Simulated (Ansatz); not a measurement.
Input for Ansatz (plane-wave DFT, PAW):

```yaml
crystal:
  lattice:
    - [0.0, 3.793297686, 3.793297686]
    - [3.793297686, 0.0, 3.793297686]
    - [3.793297686, 3.793297686, 0.0]
  atoms:
    - { symbol: Sc, position: [0.5, 0.5, 0.5] }
    - { symbol: Sc, position: [0.75, 0.75, 0.75] }
    - { symbol: Al, position: [0.125, 0.125, 0.125] }
    - { symbol: Al, position: [0.625, 0.125, 0.125] }
    - { symbol: Al, position: [0.125, 0.625, 0.125] }
    - { symbol: Al, position: [0.125, 0.125, 0.625] }
basis:
  ecutwfc: 500
kpoints:
  mp_grid: { grid: [8, 8, 8] }
  band_path:
    path:
      - [[0.0, 0.0, 0.0], [0.5, 0.0, 0.5], [0.625, 0.25, 0.625]]
      - [[0.375, 0.375, 0.75], [0.0, 0.0, 0.0], [0.5, 0.5, 0.5], [0.5, 0.25, 0.75], [0.5, 0.0, 0.5]]
    npoints: 14
hamiltonian:
  xc: r2scan
scf:
  occupations: { method: gaussian, width: 0.1 }
  n_extra_bands: 15
output:
  forces: true
  stress: true
  eigenvalues: true
  populations: true
  dos: { projected: true, de: 0.02, nscf_kmesh: { grid: [12, 12, 12] } }
  bader: true
  write_density: true
  write_potential: true
  elf: true
  volumetric_format: npy
```

Run as
```bash
ansatz run input.yaml --threads 1 --pin off --max-ram 2560MiB --backend cpu --events-out ev --progress --plain --runs-dir out
```

These are results of Ansatz, DFT r2SCAN, scalar-relativistic, plane waves, PAW, not measurements.

Part of what the program printed, abridged (iterations and final results):

```
SCF iter   1: F=—  HF=-6445.996994 eV  |F-HF|=—  |Δ(HF+E_count)|=         —  Δρ=9.42e-3  dr2=1.42e-1  dr2_τ=2.97e-2  ethr=1.77e-3  ⟨swp⟩=5.1  Hψ=4315  notcnv=0  defer=28
SCF iter   2: F=—  HF=-6446.046536 eV  |F-HF|=—  |Δ(HF+E_count)|=   4.95e-2  Δρ=2.95e-3  dr2=1.17e-2  dr2_τ=1.15e-3  ethr=4.18e-4  ⟨swp⟩=3.0  Hψ=1821  notcnv=0  defer=205
SCF iter   3: F=—  HF=-6446.045448 eV  |F-HF|=—  |Δ(HF+E_count)|=   1.09e-3  Δρ=1.20e-3  dr2=1.28e-3  dr2_τ=9.93e-5  ethr=3.45e-5  ⟨swp⟩=2.2  Hψ=905  notcnv=0  defer=205
SCF iter   4: F=—  HF=-6446.045736 eV  |F-HF|=—  |Δ(HF+E_count)|=   2.88e-4  Δρ=2.64e-4  dr2=7.92e-5  dr2_τ=7.65e-7  ethr=3.76e-6  ⟨swp⟩=2.0  Hψ=1163  notcnv=0  defer=205
SCF iter   5: F=—  HF=-6446.045731 eV  |F-HF|=—  |Δ(HF+E_count)|=   4.83e-6  Δρ=4.02e-5  dr2=8.89e-7  dr2_τ=1.09e-7  ethr=2.33e-7  ⟨swp⟩=2.7  Hψ=1189  notcnv=0  defer=205
SCF iter   6: F=-6446.045732 eV  HF=-6446.045732 eV  |F-HF|=1.89e-8  |Δ(HF+E_count)|=   9.41e-7  Δρ=7.00e-6  dr2=7.07e-8  dr2_τ=1.34e-9  ethr=2.94e-10  ⟨swp⟩=12.3  Hψ=6302  notcnv=0
SCF 1 converged in 6 iterations: F = -6446.045732 eV  dr2 = 7.07e-8
SCF converged after 6 iterations
Free energy (F): -6446.045732 eV
Harris-Foulkes:  -6446.045732 eV  (|F-HF|=1.89e-8)
Internal energy: -6446.021647 eV  (E = F + TS)
E sigma→0 (E₀):  -6446.033689 eV
Entropy (-TS):   -0.024085 eV (-4.014 meV/atom)
Fermi energy:    8.945022 eV
--- Per-component energies (eV) ---
  E_band       = -317.986157
  E_kinetic    = 616.423238
  E_local      = -1951.575739  (includes V_loc(G=0)·N_el)
  E_nonlocal   = 202.026464
  E_hartree    = 729.426110
  E_xc         = -349.059500
  E_vxc        = -409.600823  (∫ρ·V_xc dr)
  E_paw        = -3821.214578  (= ΣΔE_a)
  E_vpaw       = -257.286764  (= ΣTr[D̂ρ^β])
  E_aug_tail   = 0.000006  (compensation charges beyond the density's cutoff)
  E_vtau       = 23.184819  (kinetic-family band-sum trace: ∫τ·v_τ [+ j·A + Jᵃ·Aᵃ] dr)
  E_ewald      = -1871.330232
  E_core_change = -0.717416  (= ΣΔE_core)
  E_smearing   = -0.024085  (= −TS)
--- Forces (eV/Å), atoms counted from 1 ---
  atom   1  Sc     0.00000000     0.00000000     0.00000000
  atom   2  Sc     0.00000000     0.00000000     0.00000000
  atom   3  Al     0.00000000     0.00000000     0.00000000
  atom   4  Al     0.00000000     0.00000000     0.00000000
  atom   5  Al     0.00000000     0.00000000     0.00000000
  atom   6  Al     0.00000000     0.00000000     0.00000000
--- Stress (GPa, compression-positive) ---
       -1.122378       0.000000       0.000000
        0.000000      -1.122378       0.000000
        0.000000       0.000000      -1.122378
  P = ⅓ Tr σ = -1.1224 GPa (-11.224 kbar)
--- Band table (eV; the first three rows and the last of 29) ---
  k-point 0: bands = ["-42.6206", "-42.5824", "-20.3074", "-20.3074", "-20.3074", "-20.2023", "-20.2023", "-20.2023", "-1.2597", "4.6820", "6.1952", "6.1952", "6.1952", "6.4481", "6.4481", "6.4481", "7.1435", "7.1435", "9.3547", "11.1394", "11.1394", "11.1394", "11.9256", "11.9256", "12.5130", "12.5130", "12.5130", "13.3621", "13.3621", "13.3621", "14.7732", "14.7732"]
  k-point 1: bands = ["-42.6195", "-42.5834", "-20.3094", "-20.3094", "-20.3075", "-20.2029", "-20.2004", "-20.2004", "-1.1397", "4.1549", "5.5833", "5.8577", "5.8577", "6.6080", "6.6080", "7.3993", "7.4471", "7.4471", "9.8023", "10.8082", "11.1679", "11.1679", "11.8641", "11.8641", "12.3071", "12.3071", "12.3586", "13.4958", "13.4958", "13.8140", "15.0258", "15.0258"]
  k-point 2: bands = ["-42.6166", "-42.5864", "-20.3140", "-20.3140", "-20.3078", "-20.2041", "-20.1959", "-20.1959", "-0.7924", "3.0837", "5.2261", "5.4699", "5.4699", "6.7317", "6.7317", "8.0354", "8.0354", "8.4310", "10.0824", "10.8548", "11.2177", "11.2177", "11.6395", "11.6395", "12.1564", "12.1564", "12.5830", "13.6056", "13.6056", "14.3898", "15.5286", "15.5286"]
  k-point 28: bands = ["-42.6014", "-42.6014", "-20.3335", "-20.3335", "-20.2562", "-20.2562", "-20.1782", "-20.1782", "1.0550", "1.0550", "3.6456", "3.6456", "7.2344", "7.2344", "7.3120", "7.3120", "9.4415", "9.4415", "10.0956", "10.0956", "10.9702", "10.9702", "12.3780", "12.3780", "13.0187", "13.0187", "13.1618", "13.1618", "14.1107", "14.1107", "16.2452", "16.2452"]
--- Löwdin populations: 6 sites ---
  site symbol q [e]
     0     Sc     10.2744
     1     Sc     10.2744
     2     Al      3.2946
     3     Al      3.2946
     4     Al      3.2946
     5     Al      3.2946
  spilling = 0.008029 (of n_electrons = 34.000000)
--- Bader charges: 6 sites ---
  site symbol charge [e]  shift [e]
     0     Sc      1.3616     0.0000
     1     Sc      1.3616     0.0000
     2     Al     -0.6808     0.0000
     3     Al     -0.6808     0.0000
     4     Al     -0.6808     0.0000
     5     Al     -0.6808     0.0000
  estimated error of the sums over rays = 3.3e-4 e
```

The calculation finished and met its thresholds.

It took 65 s on 1 thread of Intel(R) Xeon(R) Platinum 8375C CPU @ 2.90GHz (Ice Lake), with other jobs on the host, peak memory 0.75 GiB.